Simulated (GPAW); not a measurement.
The system is GaAs.

```
As Ga
1.0
     0.00000    2.82685    2.82685
     2.82685    0.00000    2.82685
     2.82685    2.82685    0.00000
As Ga
1 1
Cartesian
  4.2403 4.2403 4.2403
  0.0000 0.0000 0.0000
```

Base run:

- Program: GPAW 26.7.0
- Functional: LDA
- Potentials or basis: the program's PAW data sets (release 1.2.1) made for this functional
- Cutoff: 450 eV
- Basis: pw
- k mesh: 7 × 7 × 7
- Occupations: fermi-dirac, width 0.05 eV
- Spin: no spin polarisation

Its results: band gap on the k mesh 0.36 eV, direct.

Problem. The run is repeated on the same cell with these changes: functional from LDA to GLLB-SC; cutoff from 450 eV to 500 eV. What comes out?

Solution. Band gap on the k mesh, kohn-sham part alone 0.80 eV, direct.

Caveats: an odd mesh through Γ misses points on the zone boundary, where band edges often lie; a model potential gives levels but no total energy (some runs).

Not every run made on this cell is shown here.
